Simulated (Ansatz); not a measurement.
# BN: the cost of one run

Method: DFT, PBE, plane-wave PAW, default files, scalar-relativistic, as far as a step names no other, in Ansatz 0.2.0.

1 further run of the same task is left out (it didn't finish).

### 1 The starting structure

The structure is triclinic, space group P1 (No. 1). Conventional cell: a = 2.508 Å, b = 2.508 Å, c = 3.274 Å, α = 101.11°, β = 101.11°, γ = 119.81°. B (site symmetry 1) has 3 N at 1.40 to 1.52 Å as nearest neighbours. Around N (site symmetry 1) lie 3 B at 1.40 to 1.52 Å.

As a file:

```
B N
1.0
     2.50804    0.00000    0.00000
    -1.24671    2.17623    0.00000
    -0.63067   -1.08812    3.02254
B N
1 1
Cartesian
  1.2297 2.1384 0.0055
  0.6410 -0.3484 2.9772
```

The earlier run gave: gap on the mesh 2.85 eV, largest force 2.729 eV/Å, pressure 5.0 GPa.

The printed gradients, by site:

```tsv
site	atoms	first shell	V_zz (10²¹ V/m²)	η	C_Q (MHz)
B	1	3 N at 1.40–1.52 Å	2.74	0.36	2.69 (¹¹B)
N	2	3 B at 1.40–1.52 Å	-0.42	0.04	-0.207 (¹⁴N)
```

Conventions: |V_zz| ≥ |V_yy| ≥ |V_xx|, η = (V_xx − V_yy)/V_zz, C_Q = eQV_zz/h. Quadrupole moments are those of Pyykkö's year-2017 table.

### 2 A check on settings: scf.occupations.method = gaussian, scf.occupations.width = 0.3

Contents of input.yaml:

```yaml
crystal:
  lattice:
    - [2.5080409239, 0.0, 0.0]
    - [-1.2467107647, 2.1762310413, 0.0]
    - [-0.6306650796, -1.0881155206, 3.02254]
  atoms:
    - { symbol: B, position: [0.979643, 0.983499, 0.001806] }
    - { symbol: "N", position: [0.668506, 0.332385, 0.984999] }
kpoints:
  mp_grid: { grid: [13, 13, 9] }
scf:
  occupations: { method: gaussian, width: 0.3 }
hamiltonian:
  xc: pbe
  pseudopotentials: { kind: paw }
output:
  forces: true
  stress: true
  populations: true
  efg:
    quadrupole_moments_barn: { B: 0.04059, "N": 0.02044 }
    contact_densities: true
```

Launch:

```bash
ansatz run input.yaml --threads 1 --pin off --max-ram 2560MiB --backend cpu --events-out ev --progress --plain --runs-dir out
```

**Question.** How long does this run take on 1 thread of Intel Xeon Platinum 8488C (Sapphire Rapids), shared host, and how much memory does it need?

About 9.8 s, with a peak of 0.54 GiB.
